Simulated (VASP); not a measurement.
# Al (Fm-3m) in VASP: further runs

Runs on Al. Level: PBE. Tasks: single point.

Everything below comes from runs of VASP 6.6.1. Logs are shortened: lines on timing, memory, paths and dates and some standing lists are left out, and cuts for length are marked.

## (1) The undisturbed crystal

It takes space group Fm-3m (No. 225, cubic). The conventional cell has a = 4.050 Å, b = 4.050 Å, c = 4.050 Å, α = 90.00°, β = 90.00°, γ = 90.00°. Around Al (site symmetry m-3m) lie 12 Al at 2.86 Å.

## (2) Single point, PBE (grid = ENCUT=460 dk=0.35 cell=2x2x2 ISMEAR=1 SIGMA=0.1 LREAL=Auto EDIFF=1e-06)

INCAR

```
SYSTEM = Al
  ALGO = Fast
  EDIFF = 1E-6
  ENCUT = 460
  GGA = PE
  ISIF = 2
  ISMEAR = 1
  LASPH = .TRUE.
  LCHARG = .FALSE.
  LREAL = Auto
  LWAVE = .FALSE.
  NBANDS = 20
  NELM = 120
  PREC = Accurate
  SIGMA = 0.1
```

KPOINTS

```
k-points
0
G
  4 4 4
  0 0 0
```

POSCAR

```
Al
1.0
    0.0000000000      4.0496100000      4.0496100000
    4.0496100000      0.0000000000      4.0496100000
    4.0496100000      4.0496100000      0.0000000000
Al
8
Direct
    0.0000000000      0.0000000000      0.0000000000
    0.0000000000      0.0000000000      0.5000000000
    0.0000000000      0.5000000000      0.0000000000
    0.0000000000      0.5000000000      0.5000000000
    0.5000000000      0.0000000000      0.0000000000
    0.5000000000      0.0000000000      0.5000000000
    0.5000000000      0.5000000000      0.0000000000
    0.5000000000      0.5000000000      0.5000000000
```

Potentials or basis: VASP PAW PBE potentials, release 64 (Al).

Command:

```
cat potpaw_PBE.64/Al/POTCAR > POTCAR
mpirun -np 1 vasp_std > vasp.out
```

OUTCAR:

```text
SYSTEM = Al
   EDIFF = 1E-6
   ENCUT = 460
   GGA = PE
   ISIF = 2
   ISMEAR = 1
   LASPH = .TRUE.
   LREAL = Auto
   NELM = 120
   PREC = Accurate

 Found      8 irreducible k-points:

 Following reciprocal coordinates:
            Coordinates               Weight
  0.000000  0.000000  0.000000      1.000000
  0.250000  0.000000  0.000000      8.000000
  0.500000  0.000000  0.000000      4.000000
  0.250000  0.250000  0.000000      6.000000
  0.500000  0.250000  0.000000     24.000000
 -0.250000  0.250000  0.000000     12.000000
   k-points           NKPTS =      8   k-points in BZ     NKDIM =      8   number of bands    NBANDS=     20
   number of dos      NEDOS =    301   number of ions     NIONS =      8
   total plane-waves  NPLWV =  64000
   dimension x,y,z NGX =    40 NGY =   40 NGZ =   40
   dimension x,y,z NGXF=    80 NGYF=   80 NGZF=   80
   ions per type =               8
   NGX,Y,Z   is equivalent  to a cutoff of  11.61, 11.61, 11.61 a.u.
   NGXF,Y,Z  is equivalent  to a cutoff of  23.22, 23.22, 23.22 a.u.
 SYSTEM =  Al
   PREC   = accura    normal or accurate (medium, high low for compatibility)
   ISTART =      0    job   : 0-new  1-cont  2-samecut
   ICHARG =      2    charge: 1-file 2-atom 10-const
   ISPIN  =      1    spin polarized calculation?
   LNONCOLLINEAR =      F non collinear calculations
   LSORBIT =      F    spin-orbit coupling
   LASPH  =      T    aspherical Exc in radial PAW
   ENCUT  =  460.0 eV  33.81 Ry    5.81 a.u.  10.02 10.02 10.02*2*pi/ulx,y,z
   NELM   =    120;   NELMIN=  2; NELMDL= -5     # of ELM steps
   EDIFF  = 0.1E-05   stopping-criterion for ELM
   LREAL  =      T    real-space projection
   EDIFFG = 0.1E-04   stopping-criterion for IOM
   NSW    =      0    number of steps for IOM
[... 5 lines left out ...]
   TEBEG  =    0.0;   TEEND  =   0.0 temperature during run
   PSTRESS=    0.0 pullay stress
   NELECT =      24.0000    total number of electrons
   NUPDOWN=      -1.0000    fix difference up-down
   EMIN   =  10.00;   EMAX   =-10.00  energy-range for DOS
   EFERMI =   0.00;   METHOD = LEGACY
   ISMEAR =     1;   SIGMA  =   0.10  broadening in eV -4-tet -1-fermi 0-gaus
   EFERMI_NEDOS =   21; number of points for ismear=-14 and -15
   IALGO  =     68    algorithm
   IMIX   =      4    mixing-type and parameters
     AMIX     =   0.40;   BMIX     =  1.00
     AMIX_MAG =   1.60;   BMIX_MAG =  1.00
  volume/ion in A,a.u.               =      16.60       112.04
  Fermi-wavevector in a.u.,A,eV,Ry     =   0.925526  1.748991 11.654733  0.856599
  Thomas-Fermi vector in A             =   2.051390
   LORBIT       =      0    0 simple, 1 ext, 2 COOP (PROOUT), +10 PAW based schemes
   GGA     = PE    functional components
   LHFCALC =     F    Hartree Fock is set to
   AEXX    =    0.0000 exact exchange contribution
   IVDW    =     0    specifies the selected vdW correction
   LEPSILON=     F    determine dielectric tensor
   LRPA    =     F    only Hartree local field effects (RPA)
 non-spin polarized calculation
 RMM-DIIS sequential band-by-band and
 Methfessel and Paxton  Order N= 1 SIGMA  =   0.10
  energy-cutoff  :      460.00
  volume of cell :      132.82
 maximum number of plane-waves:      2996
   NGX = 21   NGY = 21   NGZ = 21

 number of electron      24.0000001 magnetization

 Free energy of the ion-electron system (eV)
  ---------------------------------------------------
  ext. energy  EPLUGINS =         0.00000000
  ---------------------------------------------------
  free energy    TOTEN  =       -29.91966059 eV

  energy without entropy =      -29.91094243  energy(sigma->0) =      -29.91675454

 E-fermi :   8.0255     XC(G=0): -10.1729

 val. band max:        7.6179534097   @ k =  -0.2500   0.5000   0.2500
 cond. band min:       8.0724216465   @ k =   0.5000   0.2500   0.0000
 fundamental gap:      0.4544682368
 Fermi energy:         8.0255331183

 k-point     1 :       0.0000    0.0000    0.0000
  band No.  band energies     occupation
      1      -3.1548      2.00000
      2       3.3681      2.00000
      3       3.3681      2.00000
      4       3.3681      2.00000
      5       3.3681      2.00000
      6       3.5661      2.00000
[... 12 lines left out ...]
     19      13.5027      0.00000
     20      13.5027      0.00000

 k-point     2 :       0.2500    0.0000    0.0000
  band No.  band energies     occupation
      1      -2.7323      2.00000
      2       0.6042      2.00000
      3       2.7834      2.00000
      4       2.7834      2.00000
      5       2.7834      2.00000
      6       3.8245      2.00000
[... 12 lines left out ...]
     19      13.8643      0.00000
     20      13.8643      0.00000

 k-point     3 :       0.5000    0.0000    0.0000
  band No.  band energies     occupation
      1      -1.4721      2.00000
      2      -1.4721      2.00000
      3       2.9131      2.00000
      4       2.9131      2.00000
      5       2.9131      2.00000
      6       2.9131      2.00000
[... 12 lines left out ...]
     19      11.5781      0.00000
     20      11.5781      0.00000

 k-point     4 :       0.2500    0.2500    0.0000
  band No.  band energies     occupation
      1      -2.5917      2.00000
      2       1.8284      2.00000
      3       1.8352      2.00000
      4       1.8352      2.00000
      5       1.8352      2.00000
      6       1.8352      2.00000
[... 12 lines left out ...]
     19      11.1926      0.00000
     20      13.7531      0.00000

 k-point     5 :       0.5000    0.2500    0.0000
  band No.  band energies     occupation
      1      -1.6115      2.00000
      2      -0.4995      2.00000
      3       0.6027      2.00000
      4       1.6977      2.00000
      5       1.6977      2.00000
      6       3.8587      2.00000
[... 12 lines left out ...]
     19      11.5398      0.00000
     20      11.5398      0.00000

 k-point     6 :      -0.2500    0.2500    0.0000
  band No.  band energies     occupation
      1      -2.0308      2.00000
      2       0.1911      2.00000
      3       0.1911      2.00000
      4       2.3718      2.00000
      5       2.3718      2.00000
      6       4.4107      2.00000
[... 12 lines left out ...]
     19      11.8042      0.00000
     20      11.8042      0.00000

 [... further k-points ...]

------------------------ aborting loop because EDIFF is reached ----------------------------------------

  FORCE on cell =-STRESS in cart. coord.  units (eV):
  Direction    XX          YY          ZZ          XY          YZ          ZX
  --------------------------------------------------------------------------------------
  -------------------------------------------------------------------------------------
  Total       -0.3784281     -0.3784281     -0.3784281      0.0000000      0.0000000     -0.0000000
  in kB       -4.5648275     -4.5648275     -4.5648275      0.0000000      0.0000000     -0.0000000
  external PRESSURE =      -4.5648275 kB  Pullay stress =       0.0000000 kB

 VOLUME and BASIS-vectors are now :
 -----------------------------------------------------------------------------
  energy-cutoff  :      460.00
  volume of cell :      132.82
      direct lattice vectors                 reciprocal lattice vectors
     0.000000000  4.049610000  4.049610000    -0.123468680  0.123468680  0.123468680
     4.049610000  0.000000000  4.049610000     0.123468680 -0.123468680  0.123468680
     4.049610000  4.049610000  0.000000000     0.123468680  0.123468680 -0.123468680

 POSITION                                       TOTAL-FORCE (eV/Angst)
 -----------------------------------------------------------------------------------
      0.00000      0.00000      0.00000        -0.000000     -0.000000      0.000000
      2.02481      2.02481      0.00000         0.000000      0.000000     -0.000000
      2.02481      0.00000      2.02481        -0.000000      0.000000     -0.000000
      4.04961      2.02481      2.02481         0.000000      0.000000      0.000000
      0.00000      2.02481      2.02481        -0.000000     -0.000000      0.000000
      2.02481      4.04961      2.02481        -0.000000     -0.000000     -0.000000
      2.02481      2.02481      4.04961        -0.000000      0.000000      0.000000
      4.04961      4.04961      4.04961         0.000000      0.000000     -0.000000
 -----------------------------------------------------------------------------------
    total drift:                               -0.000000      0.000000     -0.000000

  FREE ENERGIE OF THE ION-ELECTRON SYSTEM (eV)
  ---------------------------------------------------
  free  energy   TOTEN  =       -29.9196605877 eV

  energy  without entropy=      -29.9109424298  energy(sigma->0) =      -29.91675454
```

Run time: 14 s. Hardware: 1 thread of Intel Xeon Platinum 8488C (Sapphire Rapids), shared host; peak memory 0.22 GiB.

These settings aren't checked as converged: the numbers below hold their error.

What came out:

```yaml
Free_energy: -29.9197 eV
Pressure: -0.5 GPa
Band_gap_on_the_k_mesh: none (metal or under the smearing width)
```

## (3) Single point, PBE (grid = ENCUT=520 dk=0.35 cell=2x2x2 ISMEAR=1 SIGMA=0.1 LREAL=Auto EDIFF=1e-06)

Edit INCAR of step 2 so:

```diff
@@ -3,3 +3,3 @@
   EDIFF = 1E-6
-  ENCUT = 460
+  ENCUT = 520
   GGA = PE
```

KPOINTS is that of step 2.

POSCAR is that of step 2.

Potentials or basis: VASP PAW PBE potentials, release 64 (Al).

Command:

```
cat potpaw_PBE.64/Al/POTCAR > POTCAR
mpirun -np 1 vasp_std > vasp.out
```

OUTCAR:

```text
SYSTEM = Al
   EDIFF = 1E-6
   ENCUT = 520
   GGA = PE
   ISIF = 2
   ISMEAR = 1
   LASPH = .TRUE.
   LREAL = Auto
   NELM = 120
   PREC = Accurate

 Found      8 irreducible k-points:

 Following reciprocal coordinates:
            Coordinates               Weight
  0.000000  0.000000  0.000000      1.000000
  0.250000  0.000000  0.000000      8.000000
  0.500000  0.000000  0.000000      4.000000
  0.250000  0.250000  0.000000      6.000000
  0.500000  0.250000  0.000000     24.000000
 -0.250000  0.250000  0.000000     12.000000
   k-points           NKPTS =      8   k-points in BZ     NKDIM =      8   number of bands    NBANDS=     20
   number of dos      NEDOS =    301   number of ions     NIONS =      8
   total plane-waves  NPLWV = 110592
   dimension x,y,z NGX =    48 NGY =   48 NGZ =   48
   dimension x,y,z NGXF=    96 NGYF=   96 NGZF=   96
   ions per type =               8
   NGX,Y,Z   is equivalent  to a cutoff of  13.93, 13.93, 13.93 a.u.
   NGXF,Y,Z  is equivalent  to a cutoff of  27.87, 27.87, 27.87 a.u.
 SYSTEM =  Al
   PREC   = accura    normal or accurate (medium, high low for compatibility)
   ISTART =      0    job   : 0-new  1-cont  2-samecut
   ICHARG =      2    charge: 1-file 2-atom 10-const
   ISPIN  =      1    spin polarized calculation?
   LNONCOLLINEAR =      F non collinear calculations
   LSORBIT =      F    spin-orbit coupling
   LASPH  =      T    aspherical Exc in radial PAW
   ENCUT  =  520.0 eV  38.22 Ry    6.18 a.u.  10.65 10.65 10.65*2*pi/ulx,y,z
   NELM   =    120;   NELMIN=  2; NELMDL= -5     # of ELM steps
   EDIFF  = 0.1E-05   stopping-criterion for ELM
   LREAL  =      T    real-space projection
   EDIFFG = 0.1E-04   stopping-criterion for IOM
   NSW    =      0    number of steps for IOM
[... 5 lines left out ...]
   TEBEG  =    0.0;   TEEND  =   0.0 temperature during run
   PSTRESS=    0.0 pullay stress
   NELECT =      24.0000    total number of electrons
   NUPDOWN=      -1.0000    fix difference up-down
   EMIN   =  10.00;   EMAX   =-10.00  energy-range for DOS
   EFERMI =   0.00;   METHOD = LEGACY
   ISMEAR =     1;   SIGMA  =   0.10  broadening in eV -4-tet -1-fermi 0-gaus
   EFERMI_NEDOS =   21; number of points for ismear=-14 and -15
   IALGO  =     68    algorithm
   IMIX   =      4    mixing-type and parameters
     AMIX     =   0.40;   BMIX     =  1.00
     AMIX_MAG =   1.60;   BMIX_MAG =  1.00
  volume/ion in A,a.u.               =      16.60       112.04
  Fermi-wavevector in a.u.,A,eV,Ry     =   0.925526  1.748991 11.654733  0.856599
  Thomas-Fermi vector in A             =   2.051390
   LORBIT       =      0    0 simple, 1 ext, 2 COOP (PROOUT), +10 PAW based schemes
   GGA     = PE    functional components
   LHFCALC =     F    Hartree Fock is set to
   AEXX    =    0.0000 exact exchange contribution
   IVDW    =     0    specifies the selected vdW correction
   LEPSILON=     F    determine dielectric tensor
   LRPA    =     F    only Hartree local field effects (RPA)
 non-spin polarized calculation
 RMM-DIIS sequential band-by-band and
 Methfessel and Paxton  Order N= 1 SIGMA  =   0.10
  energy-cutoff  :      520.00
  volume of cell :      132.82
 maximum number of plane-waves:      3600
 NGX is ok and might be reduce to    48
   NGX = 21   NGY = 21   NGZ = 21

 number of electron      24.0000000 magnetization

 Free energy of the ion-electron system (eV)
  ---------------------------------------------------
  ext. energy  EPLUGINS =         0.00000000
  ---------------------------------------------------
  free energy    TOTEN  =       -29.91831611 eV

  energy without entropy =      -29.90959864  energy(sigma->0) =      -29.91541028

 E-fermi :   8.0255     XC(G=0): -10.1730

 val. band max:        7.6179577686   @ k =  -0.2500   0.5000   0.2500
 cond. band min:       8.0723409217   @ k =   0.5000   0.2500   0.0000
 fundamental gap:      0.4543831531
 Fermi energy:         8.0254537859

 k-point     1 :       0.0000    0.0000    0.0000
  band No.  band energies     occupation
      1      -3.1550      2.00000
      2       3.3682      2.00000
      3       3.3682      2.00000
      4       3.3682      2.00000
      5       3.3682      2.00000
      6       3.5659      2.00000
[... 12 lines left out ...]
     19      13.5027      0.00000
[... 99 lines left out ...]
      4       2.3718      2.00000
      5       2.3718      2.00000
      6       4.4108      2.00000
[... 12 lines left out ...]
     19      11.8040      0.00000
     20      11.8040      0.00000

 [... further k-points ...]

------------------------ aborting loop because EDIFF is reached ----------------------------------------

  FORCE on cell =-STRESS in cart. coord.  units (eV):
  Direction    XX          YY          ZZ          XY          YZ          ZX
  --------------------------------------------------------------------------------------
  -------------------------------------------------------------------------------------
  Total       -0.3493641     -0.3493641     -0.3493641     -0.0000000     -0.0000000      0.0000000
  in kB       -4.2142403     -4.2142403     -4.2142403     -0.0000000     -0.0000000      0.0000000
  external PRESSURE =      -4.2142403 kB  Pullay stress =       0.0000000 kB

 VOLUME and BASIS-vectors are now :
 -----------------------------------------------------------------------------
  energy-cutoff  :      520.00
  volume of cell :      132.82
      direct lattice vectors                 reciprocal lattice vectors
     0.000000000  4.049610000  4.049610000    -0.123468680  0.123468680  0.123468680
     4.049610000  0.000000000  4.049610000     0.123468680 -0.123468680  0.123468680
     4.049610000  4.049610000  0.000000000     0.123468680  0.123468680 -0.123468680

 POSITION                                       TOTAL-FORCE (eV/Angst)
 -----------------------------------------------------------------------------------
      0.00000      0.00000      0.00000        -0.000000      0.000000     -0.000000
      2.02481      2.02481      0.00000         0.000000     -0.000000     -0.000000
      2.02481      0.00000      2.02481        -0.000000     -0.000000     -0.000000
      4.04961      2.02481      2.02481         0.000000     -0.000000      0.000000
      0.00000      2.02481      2.02481         0.000000      0.000000      0.000000
      2.02481      4.04961      2.02481         0.000000     -0.000000     -0.000000
      2.02481      2.02481      4.04961        -0.000000      0.000000      0.000000
      4.04961      4.04961      4.04961         0.000000     -0.000000     -0.000000
 -----------------------------------------------------------------------------------
    total drift:                               -0.000000     -0.000000     -0.000000

  FREE ENERGIE OF THE ION-ELECTRON SYSTEM (eV)
  ---------------------------------------------------
  free  energy   TOTEN  =       -29.9183161064 eV

  energy  without entropy=      -29.9095986380  energy(sigma->0) =      -29.91541028
```

stdout:

```text
POSCAR found type information on POSCAR Al
 POSCAR found :  1 types and       8 ions
 scaLAPACK will be used
 -----------------------------------------------------------------------------
|                                                                             |
|                                                                             |
|     You have a (more or less) 'small supercell' and for smaller cells       |
|     it is recommended to use the reciprocal-space projection scheme!        |
|     The real-space optimization is not efficient for small cells and it     |
|     is also less accurate ...                                               |
|     Therefore, set LREAL=.FALSE. in the INCAR file.                         |
|                                                                             |
 -----------------------------------------------------------------------------

 LDA part: xc-table for (Slater+PW92), standard interpolation
 POSCAR, INCAR and KPOINTS ok, starting setup
 FFT: planning ... GRIDC
 FFT: planning ... GRID_SOFT
 FFT: planning ... GRID
 WAVECAR not read
 entering main loop
```

Run time: 33 s. Hardware: 1 thread of Intel Xeon Platinum 8488C (Sapphire Rapids), shared host; peak memory 0.29 GiB.

These settings aren't checked as converged: the numbers below hold their error.

What came out:

```yaml
Free_energy: -29.9183 eV
Pressure: -0.4 GPa
Band_gap_on_the_k_mesh: none (metal or under the smearing width)
```

## (4) Single point, PBE (grid = ENCUT=400 dk=0.27 cell=2x2x2 ISMEAR=1 SIGMA=0.1 LREAL=Auto EDIFF=1e-06)

Edit INCAR of step 3 so:

```diff
@@ -3,3 +3,3 @@
   EDIFF = 1E-6
-  ENCUT = 520
+  ENCUT = 400
   GGA = PE
```

KPOINTS

```
k-points
0
G
  5 5 5
  0 0 0
```

POSCAR is that of step 3.

Command:

```
cat potpaw_PBE.64/Al/POTCAR > POTCAR
mpirun -np 1 vasp_std > vasp.out
```

Wall time 19 s (1 thread of Intel Xeon Platinum 8488C (Sapphire Rapids), shared host); peak memory 0.22 GiB.

The run converged, but some of its settings lie outside the range that counts as converged, so its numbers aren't taken as properties of the crystal.

Results:

| Quantity | Value |
| --- | --- |
| Free energy | -29.7998 eV |
| Pressure | -0.7 GPa |
| Band gap on the k mesh | none (metal or under the smearing width) |

## (5) The reference run

An earlier run on the cell as given: functional PBE; potentials or basis VASP PAW PBE potentials, release 64 (Al); cutoff 520 eV; k mesh 11 × 11 × 11; occupations fermi-dirac, width 0.05 eV; no spin polarisation.

- Pressure: -0.5 GPa
- Band gap on the k mesh: none (metal or under the smearing width)
